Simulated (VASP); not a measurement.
# C (P6_3/mmc) in VASP: a series of runs, part 3 of 3

VASP 6.6.1. Earlier steps stand in the parts before.

## Step 4: Vibrations by finite differences, PBE+D3(BJ)

This run uses another cell than the first one, of 8.78 Å³/atom, 0.853 times its volume.

INCAR

```
SYSTEM = C
ALGO = Fast
EDIFF = 1E-8
ENCUT = 900
GGA = PE
IBRION = 6
ISIF = 2
ISMEAR = 0
IVDW = 12
KPAR = 4
LASPH = .TRUE.
LCHARG = .FALSE.
LREAL = .FALSE.
LWAVE = .FALSE.
NELM = 80
NFREE = 2
NSW = 1
POTIM = 0.015
PREC = Accurate
SIGMA = 0.02
```

KPOINTS

```
k-points
0
G
  15 15 4
  0 0 0
```

POSCAR

```
C                                       
1.0
    2.4641903581     -0.0000000000      0.0000000000
   -1.2320951790      2.1340514501     -0.0000000000
   -0.0000000000     -0.0000000000      6.6760056133
  C             
     4
Direct
     0.0000000000000000    0.0000000000000000    0.2500000000000000
     0.0000000000000000    0.0000000000000000    0.7500000000000000
     0.3333333300000021    0.6666666699999979    0.2500000000000000
     0.6666666699999979    0.3333333300000021    0.7500000000000000
```

Potentials or basis: VASP PAW PBE potentials, release 64 (C_h).

Run with:

```sh
$ cat potpaw_PBE.64/C_h/POTCAR > POTCAR
$ mpirun -np 4 vasp_std > vasp.out
```

OUTCAR:

```text
SYSTEM = C
   EDIFF = 1E-8
   ENCUT = 900
   GGA = PE
   IBRION = 6
   ISIF = 2
   ISMEAR = 0
   IVDW = 12
   LASPH = .TRUE.
   LREAL = .FALSE.
   NELM = 80
   NFREE = 2
   NSW = 1
   POTIM = 0.015
   PREC = Accurate
 IVDW          = 12

 ion  position               nearest neighbor table
   1  0.000  0.000  0.250-   3 1.42   3 1.42   3 1.42
   2  0.000  0.000  0.750-   4 1.42   4 1.42   4 1.42
   3  0.333  0.667  0.250-   1 1.42   1 1.42   1 1.42
   4  0.667  0.333  0.750-   2 1.42   2 1.42   2 1.42

  LATTYP: Found a hexagonal cell.
 ALAT       =     2.4641903581
 C/A-ratio  =     2.7092085607

  Lattice vectors:

 A1 = (   2.4641903581,   0.0000000000,   0.0000000000)
 A2 = (  -1.2320951790,   2.1340514501,   0.0000000000)
 A3 = (   0.0000000000,   0.0000000000,   6.6760056133)

Analysis of symmetry for initial positions (statically):
=====================================================================
 Subroutine PRICEL returns:
 Original cell was already a primitive cell.

 Routine SETGRP: Setting up the symmetry group for a
 hexagonal supercell.

 Subroutine GETGRP returns: Found 24 space group operations
 (whereof 12 operations were pure point group operations)
 out of a pool of 24 trial point group operations.

The static configuration has the point symmetry D_3d.
 The point group associated with its full space group is D_6h.

Analysis of symmetry for dynamics (positions and initial velocities):
=====================================================================
 Subroutine PRICEL returns:
 Original cell was already a primitive cell.

 Routine SETGRP: Setting up the symmetry group for a
 hexagonal supercell.

 Subroutine GETGRP returns: Found 24 space group operations
 (whereof 12 operations were pure point group operations)
 out of a pool of 24 trial point group operations.

The dynamic configuration has the point symmetry D_3d.
 The point group associated with its full space group is D_6h.

 Subroutine INISYM returns: Found 24 space group operations
 (whereof 12 operations are pure point group operations),
 and found     1 'primitive' translations

----------------------------------------------------------------------------------------

                                     Primitive cell

  volume of cell :      35.1072

  direct lattice vectors                    reciprocal lattice vectors
     2.464190358  0.000000000  0.000000000     0.405812804  0.234296132  0.000000000
    -1.232095179  2.134051450  0.000000000     0.000000000  0.468592264  0.000000000
     0.000000000  0.000000000  6.676005613     0.000000000  0.000000000  0.149790168

  length of vectors
     2.464190358  2.464190358  6.676005613     0.468592264  0.468592264  0.149790168

  position of ions in fractional coordinates (direct lattice)
     0.000000000  0.000000000  0.250000000
     0.000000000  0.000000000  0.750000000
     0.333333330  0.666666670  0.250000000
     0.666666670  0.333333330  0.750000000

  ion indices of the primitive-cell ions
   primitive index   ion index
                 1           1
                 2           2
                 3           3
                 4           4

----------------------------------------------------------------------------------------
[... 97 lines left out ...]
   AEXX    =    0.0000 exact exchange contribution
   IVDW    =    12    specifies the selected vdW correction
   LEPSILON=     F    determine dielectric tensor
   LRPA    =     F    only Hartree local field effects (RPA)
 finite differences with symmetry
 non-spin polarized calculation
 RMM-DIIS sequential band-by-band and
 Gauss-broadening in eV      SIGMA  =   0.02
  energy-cutoff  :      900.00
  volume of cell :       35.11
 maximum number of plane-waves:      2178
   NGX = 13   NGY = 13   NGZ = 33

--------------------------------------- Ionic step        1  -------------------------------------------

 number of electron      16.0000001 magnetization

 Free energy of the ion-electron system (eV)
  ---------------------------------------------------
  ext. energy  EPLUGINS =         0.00000000
  ---------------------------------------------------
  free energy    TOTEN  =       -36.90792978 eV

  energy without entropy =      -36.90773391  energy(sigma->0) =      -36.90783185

------------------------ aborting loop because EDIFF is reached ----------------------------------------

 Edisp (eV)   -0.62921

 E8    (eV) :    -0.1784
[... 327 lines left out ...]
--------------------------------------- Ionic step        9  -------------------------------------------

 number of electron      16.0000001 magnetization

 Free energy of the ion-electron system (eV)
  ---------------------------------------------------
  ext. energy  EPLUGINS =         0.00000000
  ---------------------------------------------------
  free energy    TOTEN  =       -36.90602273 eV

  energy without entropy =      -36.90582795  energy(sigma->0) =      -36.90592534

 E-fermi :   5.5101     XC(G=0): -10.4416

 val. band max:        5.5053016495   @ k =   0.3333   0.3333   0.5000
 cond. band min:       5.5105751144   @ k =   0.3333   0.3333   0.2500
 fundamental gap:      0.0052734649
 Fermi energy:         5.5100585614

 k-point     1 :       0.0000    0.0000    0.0000
  band No.  band energies     occupation
      1     -14.1520      2.00000
      2     -13.8403      2.00000
      3      -3.0270      2.00000
      4      -1.0086      2.00000
      5       2.4892      2.00000
      6       2.4892      2.00000
      7       2.5088      2.00000
      8       2.5088      2.00000
      9       9.8368      0.00000
     10      13.8493      0.00000
     11      13.8586      0.00000
     12      13.9041      0.00000
[... 331 lines left out ...]
 k-point    24 :       0.4000    0.2000    0.0000
  band No.  band energies     occupation
      1      -8.1997      2.00000
      2      -8.0898      2.00000
      3      -7.1808      2.00000
      4      -7.1109      2.00000
      5      -3.3641      2.00000
      6      -3.2566      2.00000
      7       3.5955      2.00000
      8       4.2782      2.00000
      9       6.8805      0.00000
     10       7.0110      0.00000
     11      16.0368      0.00000
     12      16.7171      0.00000

 [... further k-points ...]

------------------------ aborting loop because EDIFF is reached ----------------------------------------

 Edisp (eV)   -0.62921

 E8    (eV) :    -0.1784
[... 27 lines left out ...]
  FREE ENERGIE OF THE ION-ELECTRON SYSTEM (eV)
  ---------------------------------------------------
  free  energy   TOTEN  =       -37.5352366797 eV

  energy  without entropy=      -37.5350418993  energy(sigma->0) =      -37.53513929

 INTERNAL STRAIN TENSORS FROM DISPLACED ATOMS
 ============================================

 INTERNAL STRAIN TENSOR FOR ION    1 for displacements in x,y,z  (eV/Angst):
          X           Y           Z          XY          YZ          ZX
  --------------------------------------------------------------------------------
  x    -0.00000     0.00000    -0.00000    -9.74551     0.00000     0.00000
  y    -9.74551     9.74551     0.00000     0.00000     0.00000     0.00000
  z    -0.00000     0.00000    -0.00000     0.00000     0.00000     0.00000

 INTERNAL STRAIN TENSOR FOR ION    4 for displacements in x,y,z  (eV/Angst):
          X           Y           Z          XY          YZ          ZX
  --------------------------------------------------------------------------------
  x    -0.00000     0.00000    -0.00000   -10.05332     0.00000     0.00000
  y   -10.05332    10.05332    -0.00000     0.00000     0.00000     0.00000
  z    -0.00000    -0.00000     0.00000    -0.00000     0.00000     0.00000

 Eigenvectors and eigenvalues of the dynamical matrix
 ----------------------------------------------------

   1 f  =   46.175059 THz   290.126450 2PiTHz 1540.234166 cm-1   190.964612 meV
             X         Y         Z           dx          dy          dz
      0.000000  0.000000  1.669001    -0.054622   -0.497007   -0.000000
      0.000000  0.000000  5.007004    -0.054622   -0.497007    0.000000
     -0.000000  1.422701  1.669001     0.054622    0.497007   -0.000000
      1.232095  0.711350  5.007004     0.054622    0.497007    0.000000
[... 71 lines left out ...]
  12 f/i=    0.833369 THz     5.236213 2PiTHz   27.798206 cm-1     3.446537 meV
             X         Y         Z           dx          dy          dz
      0.000000  0.000000  1.669001     0.055056    0.496467    0.000000
      0.000000  0.000000  5.007004    -0.055056   -0.496467    0.000000
     -0.000000  1.422701  1.669001     0.055164    0.497440    0.000000
      1.232095  0.711350  5.007004    -0.055164   -0.497440    0.000000

 ELASTIC MODULI CONTR FROM IONIC RELAXATION (kBar)
 Direction    XX          YY          ZZ          XY          YZ          ZX
 --------------------------------------------------------------------------------
 XX        -171.5073    171.5073     -0.0000     -0.0000      0.0000     -0.0000
 YY         171.5073   -171.5073      0.0000     -0.0000      0.0000      0.0000
 ZZ          -0.0000      0.0000     -0.0000     -0.0000      0.0000      0.0000
 XY          -0.0000     -0.0000     -0.0000   -171.5073      0.0000      0.0000
 YZ           0.0000      0.0000      0.0000      0.0000      0.0000      0.0000
 ZX          -0.0000      0.0000      0.0000      0.0000      0.0000     -0.0000
 --------------------------------------------------------------------------------
```

Run time: 3.2 min. Hardware: 4 MPI ranks of Intel Xeon Platinum 8488C (Sapphire Rapids), shared host; peak memory 0.55 GiB.

What came out:

* Highest phonon frequency at Γ: 1540 cm⁻¹
* Most unstable mode: 28i cm⁻¹
* Dispersion energy per atom: -0.157 eV

Phonon frequencies in cm⁻¹ (negative: imaginary):
```csv
q point,frequencies
"(0.000, 0.000, 0.000)",-28 -28 0 0 0 108 860 871 1537 1537 1540 1540
```

Caveat: the cutoff is under 1.25 times the usual one of these potentials, so pressure, stress and relaxed cells hold a basis-set (Pulay) error; some modes are imaginary.
